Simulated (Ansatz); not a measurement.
# ZrC (P6_3/mmc) in Ansatz: notebook

One crystal, ZrC, is run at these levels: PBE; tasks: relaxation of cell and atoms.

Program: Ansatz 0.2.0. These are calculated values, not measurements. Logs are shortened: lines on timing, memory, paths and dates and some standing lists are left out, and cuts for length are marked.

## 1. Starting point

The structure is hexagonal, space group P6_3/mmc (No. 194). The conventional cell has a = 3.391 Å, b = 3.391 Å, c = 5.290 Å, α = 90.00°, β = 90.00°, γ = 120.00°. Zr (site symmetry -6m2) is surrounded by 6 C at 2.36 Å. C (site symmetry -3m) has 6 Zr at 2.36 Å and 2 C at 2.65 Å as nearest neighbours.

The cell comes from a database or a generator and needn't be the stable form of this composition.

## 2. Relaxation of cell and atoms, PBE, target pressure 5 GPa, at which the enthalpy is minimised

Contents of input.yaml:

```yaml
crystal:
  lattice:
    - [3.3914762718, 0.0, 0.0]
    - [-1.6957381359, 2.9371046077, 0.0]
    - [0.0, 0.0, 5.290053]
  atoms:
    - { symbol: Zr, position: [0.6666666667, 0.3333333333, 0.75] }
    - { symbol: Zr, position: [0.3333333333, 0.6666666667, 0.25] }
    - { symbol: C, position: [0.0, 0.0, 0.5] }
    - { symbol: C, position: [0.0, 0.0, 0.0] }
hamiltonian:
  xc: pbe
  pseudopotentials: { kind: paw }
kpoints:
  mp_grid: { grid: [7, 7, 4] }
scf:
  occupations: { method: fermi_dirac, width: 0.05 }
output:
  forces: true
  stress: true
  eigenvalues: true
relax:
  f_tol: 0.01
  max_steps: 40
  cell: { stress_tol: 0.05, p_target: 5.0 }
```

Potentials or basis: Ansatz PAW.

On the command line:

```bash
$ ansatz run input.yaml --threads 2 --pin off --max-ram 5632MiB --backend cpu --events-out ev --progress --plain --runs-dir out
```

Output:

```text
Warning: RAYON_NUM_THREADS=2 ignored (pool sized by the plan → 2); use --threads N
Engine: ansatz 0.2.0, x86_64-unknown-linux-gnu
Pseudopotentials: kind: paw
Pseudopotential: Zr, paw, valence charge 12, recommended cutoff 420 eV (normal), Zr.paw.azcp
Pseudopotential: C, paw, valence charge 4, recommended cutoff 420 eV (normal), C.paw.azcp
Functional definition: PBE
  parameter kappa = 0.804
  parameter beta = 0.06672455060314922
  exchange = pbe_x(kappa = kappa, mu = beta*pi^2/3)
  correlation = pbe_c(beta = beta)
Crystal: 4 atoms, lattice volume = 52.695 Å³
Basis set: ecut = 420 eV, 1049 PW (Γ), exchange–correlation on 48×48×72 points (8 copies of the dense FFT grid, shifted against one another)
Bands: 20, of which v1, the nominal top of the filled ones, is band 16 counted from 1 (15 counted from 0)
Symmetry: 24 space group operations
Space group: P63/mmc (ITA 194), of the structure as read, at distance tolerance 3.7e-5 Å
k-points: 24 of 196
Non-local potential: Zr, projectors of the file, l = 0: 3, l = 1: 2, l = 2: 2, l = 3: 2
Non-local potential: C, projectors of the file, l = 0: 2, l = 1: 2, l = 2: 1
PAW form: soft (Blöchl's): semilocal exchange-correlation on the pseudo side does not see the compensation charge
PAW one-centre angular grid: Zr, 590 points (default); XC on 64 Gauss nodes
PAW one-centre angular grid: C, 110 points (default); XC on 64 Gauss nodes
Initial density: superposition of atomic densities (neutral atoms: chi_scale 0, normalization atom), corrected by the library's trained network
Initial wavefunctions: pseudopotential atomic-orbital guess
Functional: x = pbe(κ = 0.804, μ = 0.2195149727645171), c = pbe(β = 0.06672455060314922)
SCF iter   1: F=—  HF=-8872.317815 eV  |F-HF|=—  |Δ(HF+E_count)|=         —  Δρ=6.83e-3  dr2=1.73e-2  ethr=1.77e-3  ⟨swp⟩=4.3  Hψ=1954  notcnv=0
preconditioner: auto → Resta (q_TF=auto, 2.511 Å⁻¹)  ε∞=3.7  [insulator: Δε(μ)=0.214 eV  Ē_g=16.508 eV  σ=0.050 eV  W_gap=0.73  n_scr=22 (ndim 8)  ℏωp=27.1 eV  f_vac=0.000  D(μ)=0.37/eV (n_scr^D=0)  ε∞_Penn≈3.7]
SCF iter   2: F=—  HF=-8872.315199 eV  |F-HF|=—  |Δ(HF+E_count)|=   2.62e-3  Δρ=3.36e-3  dr2=2.19e-3  ethr=5.39e-5  ⟨swp⟩=1.9  Hψ=774  notcnv=0
SCF iter   3: F=—  HF=-8872.315487 eV  |F-HF|=—  |Δ(HF+E_count)|=   2.88e-4  Δρ=1.49e-3  dr2=4.95e-4  ethr=6.84e-6  ⟨swp⟩=2.2  Hψ=618  notcnv=0
SCF iter   4: F=—  HF=-8872.315595 eV  |F-HF|=—  |Δ(HF+E_count)|=   1.08e-4  Δρ=1.05e-4  dr2=3.11e-6  ethr=1.55e-6  ⟨swp⟩=2.0  Hψ=645  notcnv=0
SCF iter   5: F=—  HF=-8872.315627 eV  |F-HF|=—  |Δ(HF+E_count)|=   3.17e-5  Δρ=2.31e-5  dr2=2.53e-7  ethr=9.71e-9  ⟨swp⟩=2.0  Hψ=861  notcnv=0
SCF iter   6: F=-8872.315627 eV  HF=-8872.315627 eV  |F-HF|=9.52e-9  |Δ(HF+E_count)|=   4.28e-8  Δρ=6.61e-6  dr2=1.83e-8  ethr=3.13e-10  ⟨swp⟩=3.9  Hψ=1419  notcnv=0
SCF 1 converged in 6 iterations: F = -8872.315627 eV  dr2 = 1.83e-8
relax step   1: F+E_penalty+E_count = -8872.31562686 eV  Δ(F+E_penalty+E_count) = +0.000e0 eV  max|allowed force component| = 2.220e-16 eV/Å  Δτ_max = 0.0000 Å  P = -2.314 GPa  Ω = 52.695 Å³  (6 SCF iters, dr2 threshold 1.00e-7 eV, accepted)
Crystal: 4 atoms, lattice volume = 49.310 Å³
Basis set: ecut = 420 eV, 989 PW (Γ), exchange–correlation on 48×48×72 points (8 copies of the dense FFT grid, shifted against one another)
Initial density: handed on by an earlier stage of this run
Initial wavefunctions: those handed on with the density
iter 1 solved again at ethr=3.65e-4 eV; its pass at ethr=3.10e-3 eV (dr2=1.17e-1 eV) is discarded
SCF iter   1: F=—  HF=-8872.211624 eV  |F-HF|=—  |Δ(HF+E_count)|=         —  Δρ=1.34e-2  dr2=1.23e-1  ethr=3.65e-4  ⟨swp⟩=1.0  Hψ=3001  notcnv=0
preconditioner: auto → Kerker (q_TF=auto, 2.539 Å⁻¹)  [metal: Δε(μ)=0.098 eV  Ē_g=16.677 eV  σ=0.050 eV  W_gap=0.41  n_scr=22 (ndim 8)  ℏωp=28.0 eV  f_vac=0.000  D(μ)=0.72/eV (n_scr^D=2)]
SCF iter   2: F=—  HF=-8872.185989 eV  |F-HF|=—  |Δ(HF+E_count)|=   2.56e-2  Δρ=3.04e-3  dr2=5.36e-3  ethr=3.65e-4  ⟨swp⟩=2.0  Hψ=759  notcnv=0
preconditioner: auto → Resta (q_TF=auto, 2.539 Å⁻¹)  ε∞=3.8  [insulator: Δε(μ)=0.195 eV  Ē_g=16.664 eV  σ=0.050 eV  W_gap=0.72  n_scr=22 (ndim 8)  ℏωp=28.0 eV  f_vac=0.000  D(μ)=0.55/eV (n_scr^D=2)  ε∞_Penn≈3.8]
SCF iter   3: F=—  HF=-8872.184966 eV  |F-HF|=—  |Δ(HF+E_count)|=   1.02e-3  Δρ=1.25e-3  dr2=7.29e-4  ethr=1.68e-5  ⟨swp⟩=2.1  Hψ=607  notcnv=0
SCF iter   4: F=—  HF=-8872.184860 eV  |F-HF|=—  |Δ(HF+E_count)|=   1.06e-4  Δρ=1.62e-4  dr2=8.80e-6  ethr=2.28e-6  ⟨swp⟩=2.7  Hψ=842  notcnv=0
SCF iter   5: F=—  HF=-8872.184910 eV  |F-HF|=—  |Δ(HF+E_count)|=   4.97e-5  Δρ=2.34e-5  dr2=2.36e-7  ethr=1.25e-9  ⟨swp⟩=6.4  Hψ=2273  notcnv=0
SCF iter   6: F=-8872.184910 eV  HF=-8872.184910 eV  |F-HF|=2.66e-9  |Δ(HF+E_count)|=   3.37e-8  Δρ=4.49e-6  dr2=5.67e-9  ethr=7.37e-10  ⟨swp⟩=2.0  Hψ=1681  notcnv=0
SCF 2 converged in 6 iterations: F = -8872.184910 eV  dr2 = 5.67e-9
relax step   2: F+E_penalty+E_count = -8872.18490975 eV  Δ(F+E_penalty+E_count) = +1.307e-1 eV  max|allowed force component| = 2.914e-16 eV/Å  Δτ_max = 0.0000 Å  P = +13.853 GPa  Ω = 49.310 Å³  energy of the carried Pulay correction = +4.483e-3 eV  (6 SCF iters, dr2 threshold 4.00e-7 eV, rejected (line search))
Crystal: 4 atoms, lattice volume = 51.076 Å³
iter 1 solved again at ethr=1.33e-4 eV; its pass at ethr=3.10e-3 eV (dr2=4.25e-2 eV) is discarded
SCF iter   1: F=—  HF=-8872.324069 eV  |F-HF|=—  |Δ(HF+E_count)|=         —  Δρ=7.88e-3  dr2=4.55e-2  ethr=1.33e-4  ⟨swp⟩=1.0  Hψ=2988  notcnv=0
[... 28 lines left out ...]
SCF iter   1: F=—  HF=-8872.310678 eV  |F-HF|=—  |Δ(HF+E_count)|=         —  Δρ=1.14e-4  dr2=1.30e-6  ethr=1.12e-7  ⟨swp⟩=3.0  Hψ=3182  notcnv=0
SCF iter   2: F=—  HF=-8872.310718 eV  |F-HF|=—  |Δ(HF+E_count)|=   3.96e-5  Δρ=5.79e-5  dr2=2.27e-7  ethr=4.07e-9  ⟨swp⟩=2.0  Hψ=667  notcnv=0
SCF iter   3: F=—  HF=-8872.310718 eV  |F-HF|=—  |Δ(HF+E_count)|=   6.46e-7  Δρ=2.36e-5  dr2=3.42e-8  ethr=7.11e-10  ⟨swp⟩=2.3  Hψ=625  notcnv=0
SCF iter   4: F=—  HF=-8872.310719 eV  |F-HF|=—  |Δ(HF+E_count)|=   1.30e-7  Δρ=8.37e-7  dr2=1.16e-10  ethr=1.07e-10  ⟨swp⟩=2.0  Hψ=670  notcnv=0
SCF iter   5: F=-8872.310719 eV  HF=-8872.310719 eV  |F-HF|=5.46e-12  |Δ(HF+E_count)|=  8.37e-11  Δρ=5.08e-8  dr2=8.89e-13  ethr=1.00e-12  ⟨swp⟩=4.0  Hψ=1712  notcnv=0
SCF 6 converged in 5 iterations: F = -8872.310719 eV  dr2 = 8.89e-13
relax step   6: F+E_penalty+E_count = -8872.31071853 eV  Δ(F+E_penalty+E_count) = +1.820e-3 eV  max|allowed force component| = 1.850e-16 eV/Å  Δτ_max = 0.0000 Å  P = +4.947 GPa  Ω = 51.026 Å³  stress off target by 6.43e-2 GPa  SCF on the basis re-selected at this cell (its energy is not comparable with the rows above)  (5 SCF iters)
basis re-selected at this cell: Δ(F+E_penalty+E_count) = +1.820e-3 eV, ΔP = -0.052 GPa vs the last step (what re-selecting the basis moved, of the pressure what is left beyond the Pulay correction that the steps carried, after the strain that the cell walked since its last selection, with what the two solves' SCF thresholds leave and, on support functions, any second-order correction that the steps lacked; it is no measure of the basis error at this ecutwfc). This SCF's stress stands 6.43e-2 GPa from its target on what of the cell is left free (relax.cell.stress_tol is 5.00e-2 GPa) and its largest allowed force component is 1.85e-16 eV/Å (relax.f_tol is 1.00e-2 eV/Å): not within both, so this SCF does not close the relaxation
Crystal: 4 atoms, lattice volume = 51.015 Å³
iter 1 solved again at ethr=4.15e-9 eV; its pass at ethr=3.10e-3 eV (dr2=1.33e-6 eV) is discarded
SCF iter   1: F=—  HF=-8872.310355 eV  |F-HF|=—  |Δ(HF+E_count)|=         —  Δρ=4.01e-5  dr2=1.18e-6  ethr=4.15e-9  ⟨swp⟩=2.9  Hψ=2740  notcnv=0
preconditioner: auto → Resta (q_TF=auto, 2.524 Å⁻¹)  ε∞=3.8  [insulator: Δε(μ)=0.222 eV  Ē_g=16.587 eV  σ=0.050 eV  W_gap=0.74  n_scr=22 (ndim 8)  ℏωp=27.5 eV  f_vac=0.000  D(μ)=0.33/eV (n_scr^D=0)  ε∞_Penn≈3.8]
SCF iter   2: F=—  HF=-8872.310391 eV  |F-HF|=—  |Δ(HF+E_count)|=   3.53e-5  Δρ=7.92e-6  dr2=2.82e-8  ethr=3.69e-9  ⟨swp⟩=2.0  Hψ=668  notcnv=0
SCF iter   3: F=-8872.310391 eV  HF=-8872.310391 eV  |F-HF|=2.05e-9  |Δ(HF+E_count)|=   5.28e-9  Δρ=3.93e-6  dr2=6.79e-9  ethr=3.23e-11  ⟨swp⟩=4.0  Hψ=1443  notcnv=0
SCF 7 converged in 3 iterations: F = -8872.310391 eV  dr2 = 6.79e-9
relax step   7: F+E_penalty+E_count = -8872.31039071 eV  Δ(F+E_penalty+E_count) = +3.278e-4 eV  max|allowed force component| = 2.035e-16 eV/Å  Δτ_max = 0.0000 Å  P = +4.999 GPa  Ω = 51.015 Å³  energy of the carried Pulay correction = +1.456e-5 eV  (3 SCF iters, dr2 threshold 1.03e-8 eV, accepted)
iter 1 solved again at ethr=1.15e-7 eV; its pass at ethr=3.10e-3 eV (dr2=3.67e-5 eV) is discarded
SCF iter   1: F=—  HF=-8872.310311 eV  |F-HF|=—  |Δ(HF+E_count)|=         —  Δρ=4.96e-6  dr2=7.94e-9  ethr=1.15e-7  ⟨swp⟩=3.0  Hψ=3178  notcnv=0
eigensolver tolerance schedule: the retry pair's looser diagonalisation over-reported the residual by 4629.74 of it (diagonalisation noise at 0.21 of the residual, at the tolerance the schedule requests for it); recorded, not acted on — ethr = c·dr2/N_el stays at c = 1.0e-1
SCF iter   2: F=—  HF=-8872.310348 eV  |F-HF|=—  |Δ(HF+E_count)|=   3.76e-5  Δρ=2.83e-6  dr2=2.26e-9  ethr=2.48e-11  ⟨swp⟩=3.2  Hψ=1046  notcnv=0
SCF iter   3: F=—  HF=-8872.310348 eV  |F-HF|=—  |Δ(HF+E_count)|=  7.08e-10  Δρ=4.89e-7  dr2=1.19e-10  ethr=7.05e-12  ⟨swp⟩=2.3  Hψ=769  notcnv=0
SCF iter   4: F=-8872.310348 eV  HF=-8872.310348 eV  |F-HF|=1.82e-12  |Δ(HF+E_count)|=  1.27e-11  Δρ=1.92e-7  dr2=1.05e-11  ethr=1.00e-12  ⟨swp⟩=4.0  Hψ=1657  notcnv=0
SCF 8 converged in 4 iterations: F = -8872.310348 eV  dr2 = 1.05e-11
relax step   8: F+E_penalty+E_count = -8872.31034845 eV  Δ(F+E_penalty+E_count) = +4.227e-5 eV  max|allowed force component| = 1.434e-16 eV/Å  Δτ_max = 0.0000 Å  P = +4.999 GPa  Ω = 51.015 Å³  stress off target by 9.66e-4 GPa  SCF on the basis re-selected at this cell (its energy is not comparable with the rows above)  (4 SCF iters)
basis re-selected at this cell: Δ(F+E_penalty+E_count) = +4.227e-5 eV, ΔP = -0.000 GPa vs the last step (what re-selecting the basis moved, of the pressure what is left beyond the Pulay correction that the steps carried, after the strain that the cell walked since its last selection, with what the two solves' SCF thresholds leave and, on support functions, any second-order correction that the steps lacked; it is no measure of the basis error at this ecutwfc). This SCF's stress stands 9.66e-4 GPa from its target on what of the cell is left free (relax.cell.stress_tol is 5.00e-2 GPa) and its largest allowed force component is 1.43e-16 eV/Å (relax.f_tol is 1.00e-2 eV/Å): within both
SCF converged after 4 iterations
Free energy (F): -8872.310348 eV
Harris-Foulkes:  -8872.310348 eV  (|F-HF|=1.82e-12)
Internal energy: -8872.307260 eV  (E = F + TS)
E sigma→0 (E₀):  -8872.308804 eV
Entropy (-TS):   -0.003089 eV (-0.772 meV/atom)
Fermi energy:    15.464390 eV
--- Per-component energies (eV) ---
  E_band       = -85.807482
  E_kinetic    = 847.247692
  E_local      = -1177.307173  (includes V_loc(G=0)·N_el)
  E_nonlocal   = 209.667994
  E_hartree    = 356.065822
  E_xc         = -423.492535
  E_vxc        = -506.437276  (∫ρ·V_xc dr)
  E_paw        = -6104.243364  (= ΣΔE_a)
  E_vpaw       = -171.110381  (= ΣTr[D̂ρ^β])
  E_aug_tail   = 0.000067  (compensation charges beyond the density's cutoff)
  E_ewald      = -2580.245762
  E_smearing   = -0.003089  (= −TS)
  E_closure    = 0.000000  (closes the sum)
  Σ components = -8872.310348   (vs F -8872.310348, Δ=0.00e0)
--- Forces (eV/Å), atoms counted from 1 ---
  atom   1  Zr    -0.00000000    -0.00000000     0.00000000
  atom   2  Zr     0.00000000     0.00000000    -0.00000000
  atom   3  C      0.00000000    -0.00000000     0.00000000
  atom   4  C      0.00000000     0.00000000     0.00000000
  max |Σ_I F_I| component: 1.85e-17 eV/Å
--- Stress (GPa, compression-positive) ---
        4.999034      -0.000000       0.000000
        0.000000       4.999034       0.000000
        0.000000       0.000000       4.999208
  P = ⅓ Tr σ = 4.9991 GPa (49.991 kbar)
--- Band table (eV; the first three rows and the last of 24) ---
  k-point 0: bands = ["-32.7755", "-32.6524", "-11.3899", "-10.6062", "-10.6062", "-10.5088", "-10.5088", "-10.4306", "3.5774", "7.3274", "9.4800", "12.6621", "12.6621", "14.3654", "14.3654", "16.3555", "16.7441", "16.7441", "17.2544", "17.2544"]
  k-point 1: bands = ["-32.7577", "-32.6707", "-11.2592", "-10.5920", "-10.5920", "-10.5822", "-10.5231", "-10.5231", "3.9566", "6.3474", "10.6441", "12.7227", "12.7227", "13.7534", "13.7534", "14.8493", "17.7777", "17.7777", "17.8348", "17.8348"]
  k-point 2: bands = ["-32.7144", "-32.7144", "-10.9310", "-10.9310", "-10.5576", "-10.5576", "-10.5576", "-10.5576", "4.9751", "4.9751", "12.6467", "12.6467", "13.0458", "13.0458", "13.0458", "13.0458", "18.9450", "18.9450", "18.9450", "18.9450"]
  k-point 23: bands = ["-32.6418", "-32.6418", "-11.1948", "-11.1948", "-10.9786", "-10.9786", "-10.5779", "-10.5779", "5.8346", "5.8346", "11.0566", "11.0566", "13.1442", "13.1442", "13.6069", "13.6069", "16.9706", "16.9706", "19.1676", "19.1676"]
--- Relaxed structure (6 steps of the walk, 5 accepted, 2 SCFs on fresh bases) ---
  F+E_penalty+E_count = -8872.31034845 eV   max|allowed force component| = 1.434e-16 eV/Å   (the final SCF, on the basis selected at the relaxed cell)
  cell:  # Å, volume = 51.0146 Å³
    - [3.336399418239485, 5.4444817952754736e-36, 4.645957798635071e-34]
    - [-1.6681997091197425, 2.889406653367016, -8.641328765117668e-19]
    - [9.058504697109516e-34, -1.5563996950591792e-18, 5.291849522902125]
  atoms:
    - { symbol: Zr, position: [0.6666666666666667, 0.33333333333333337, 0.75] }
    - { symbol: Zr, position: [0.33333333333333337, 0.6666666666666669, 0.24999999999999997] }
    - { symbol: C, position: [9.62964972193618e-35, -4.81482486096809e-35, 0.49999999999999994] }
    - { symbol: C, position: [1.3480975411459492e-34, 3.89763021077796e-35, 1.6117517835765206e-36] }
```

It took 11 s on 2 threads of Intel Xeon at 2.70GHz, shared host; peak memory 0.37 GiB.

What came out:

| Quantity | Value |
| --- | --- |
| Free energy | -8872.3103 eV |
| Relaxed volume | 12.75 Å³/atom |
| Relaxed cell | a = 3.336 Å, b = 3.336 Å, c = 5.292 Å, α = 90.00°, β = 90.00°, γ = 120.00° |
| Space group after relaxing (to 0.05 Å) | P6_3/mmc (No. 194) |
| Energy change on relaxing (the enthalpy is what falls) | +1.3 meV/atom |
| Ionic steps | 7 |
| Pressure after relaxing | 5.0 GPa |
| Band gap on the k mesh | none (metal or under the smearing width) |

The path:
```
step  energy change (eV)  largest force (eV/Å)  volume (Å³)
   1              0.0000                0.0000        52.69
   2              0.0018                0.0000        51.08
   3              0.0029                0.0000        51.03
   4              0.0031                0.0000        51.03
   5              0.0049                0.0000        51.03
   6              0.0052                0.0000        51.01
   7              0.0053                0.0000        51.01
```

Final structure:
```cif
data_structure
_symmetry_space_group_name_H-M 'P 1'
_symmetry_Int_Tables_number 1
_cell_length_a 3.3364
_cell_length_b 3.3364
_cell_length_c 5.2918
_cell_angle_alpha 90.000
_cell_angle_beta 90.000
_cell_angle_gamma 120.000
_cell_volume 51.01
loop_
_atom_site_label
_atom_site_type_symbol
_atom_site_fract_x
_atom_site_fract_y
_atom_site_fract_z
_atom_site_occupancy
Zr1 Zr 0.66667 0.33333 0.75000 1
Zr2 Zr 0.33333 0.66667 0.25000 1
C1 C 0.00000 0.00000 0.50000 1
C2 C 0.00000 0.00000 0.00000 1
```

Caveat: the plane-wave basis is chosen anew once the cell has moved, so the energies of steps on either side of that aren't comparable.

## 3. Relaxation of cell and atoms, PBE, target pressure 10 GPa, at which the enthalpy is minimised

Edit input.yaml of step 2 so:

```diff
@@ -21,2 +21,6 @@
   eigenvalues: true
+  write_density: true
+  write_potential: true
+  elf: true
+  volumetric_format: npy
 relax:
@@ -24,2 +28,2 @@
   max_steps: 40
-  cell: { stress_tol: 0.05, p_target: 5.0 }
+  cell: { stress_tol: 0.05, p_target: 10.0 }
```

Potentials or basis: Ansatz PAW.

On the command line:

```bash
$ ansatz run input.yaml --threads 2 --pin off --max-ram 5632MiB --backend cpu --events-out ev --progress --plain --runs-dir out
```

Run time: 11 s. Hardware: 2 threads of Intel Xeon at 2.70GHz, shared host; peak memory 0.38 GiB.

The run converged. Its results:

- Free energy: -8872.2632 eV
- Relaxed volume: 12.50 Å³/atom
- Relaxed cell: a = 3.314 Å, b = 3.314 Å, c = 5.256 Å, α = 90.00°, β = 90.00°, γ = 120.00°
- Space group after relaxing (to 0.05 Å): P6_3/mmc (No. 194)
- Energy change on relaxing (the enthalpy is what falls): +13.1 meV/atom
- Ionic steps: 7
- Pressure after relaxing: 10.0 GPa
- Band gap on the k mesh: none (metal or under the smearing width)

The path:
```
step  energy change (eV)  largest force (eV/Å)  volume (Å³)
   1              0.0000                0.0000        52.69
   2              0.0407                0.0000        50.17
   3              0.0483                0.0000        50.04
   4              0.0488                0.0000        50.02
   5              0.0514                0.0000        50.02
   6              0.0524                0.0000        50.00
   7              0.0524                0.0000        50.00
```

Final structure:
```
Zr C
1.0
     3.31443    0.00000    0.00000
    -1.65722    2.87038    0.00000
     0.00000    0.00000    5.25571
Zr C
2 2
Direct
  0.66667 0.33333 0.75000
  0.33333 0.66667 0.25000
  0.00000 0.00000 0.50000
  0.00000 0.00000 0.00000
```

Levels at points of the mesh, in eV from the Fermi level:
```tsv
k point	band 14	band 15	band 16	band 17	band 18	band 19
(0.00, 0.00, 0.00)	-1.11	-1.11	0.91	1.31	1.31	1.84
(0.00, 0.00, -0.50)	-2.46	-2.46	-2.46	3.58	3.58	3.58
```

Caveat: the plane-wave basis is chosen anew once the cell has moved, so the energies of steps on either side of that aren't comparable.
